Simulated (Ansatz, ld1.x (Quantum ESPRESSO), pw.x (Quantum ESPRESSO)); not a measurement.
## pw.x on sc Si: one setting changed

Potential: norm-conserving RRKJ (Kleinman–Bylander form), ld1.x (Quantum ESPRESSO) 7.5, PBE; core [Ne], reference 3s2 3p2; waves: 3s (bound): rc 1.45 bohr; 3p (bound): rc 1.85 bohr; 3d channel at 0.25 Ry: rc 1.70 bohr; local part: the d channel; core correction: Bessel-smoothed model core inside 1.00 bohr; rho0 0.01.

The reference run (k-mesh 13³, cutoffs 50/200 Ry, Fermi–Dirac 0.01 Ry, mixing_beta 0.4, conv_thr 1e-9, no spin) gives -0.79 GPa at 16.322 Å³/atom, where all-electron LAPW gives -0.08 GPa. This run, with its own iteration cap, changes smearing to gauss.

```
&control
  calculation='scf', prefix='x', pseudo_dir='./', outdir='./tmp', tstress=.true., disk_io='none'
/
&system
  ibrav=0, nat=1, ntyp=1, ecutwfc=50, ecutrho=200, nbnd=9,
  occupations='smearing', smearing='gauss', degauss=0.01
/
&electrons
  conv_thr=1e-09, mixing_beta=0.4, electron_maxstep=60
/
ATOMIC_SPECIES
Si 1.0 Si.UPF
CELL_PARAMETERS angstrom
  2.53663389 0.00000000 0.00000000
  0.00000000 2.53663389 0.00000000
  0.00000000 0.00000000 2.53663389
ATOMIC_POSITIONS crystal
Si 0.0000 0.0000 0.0000
K_POINTS automatic
13 13 13 0 0 0
```

```bash
pw.x < Si.scf.in > Si.scf.out
```

Problem. How does the run end?

Solution. It converges in 6 iterations; the free energy moves by +11.2 meV/atom and the pressure by -0.05 GPa. Gaussian smearing of the same width is narrower in effect than Fermi–Dirac, so its quadratic term in F is smaller.

```
Message from routine setup:
     using ibrav=0 with symmetry is DISCOURAGED, use correct ibrav instead
     lattice parameter (alat)  =       4.7935  a.u.
     unit-cell volume          =     110.1463 (a.u.)^3
     number of electrons       =         4.00
     number of Kohn-Sham states=            9
     kinetic-energy cutoff     =      50.0000  Ry
     charge density cutoff     =     200.0000  Ry
     scf convergence threshold =      1.0E-09
     Exchange-correlation= PBE
     number of k points=    84  Gaussian smearing, width (Ry)=  0.0100
     iteration #  1     ecut=    50.00 Ry     beta= 0.40
     total energy              =     -18.06610377 Ry
     estimated scf accuracy    <       0.00374481 Ry
     iteration #  2     ecut=    50.00 Ry     beta= 0.40
     total energy              =     -18.06610516 Ry
     estimated scf accuracy    <       0.00132926 Ry
     iteration #  3     ecut=    50.00 Ry     beta= 0.40
     total energy              =     -18.06614175 Ry
     estimated scf accuracy    <       0.00001074 Ry
     iteration #  4     ecut=    50.00 Ry     beta= 0.40
     total energy              =     -18.06614606 Ry
     estimated scf accuracy    <       0.00000007 Ry
     iteration #  5     ecut=    50.00 Ry     beta= 0.40
     total energy              =     -18.06614610 Ry
     estimated scf accuracy    <       0.00000001 Ry
     iteration #  6     ecut=    50.00 Ry     beta= 0.40
     the Fermi energy is     8.7518 ev
!    total energy              =     -18.06614610 Ry
     estimated scf accuracy    <          5.5E-10 Ry
     smearing contrib. (-TS)   =      -0.00021601 Ry
     The total energy is F=E-TS. E is the sum of the following terms:
     one-electron contribution =       4.04624965 Ry
     hartree contribution      =       0.13379943 Ry
     xc contribution           =     -12.77558183 Ry
     ewald contribution        =      -9.47039734 Ry
     convergence has been achieved in   6 iterations
          total   stress  (Ry/bohr**3)                   (kbar)     P=       -8.43
     Message from routine punch:
     Nothing written, as per user request (disk_io='none')
```

The run took about 4.9 s on one core of a shared host (Neoverse-V1, 32 threads, 247 GiB, load 14).
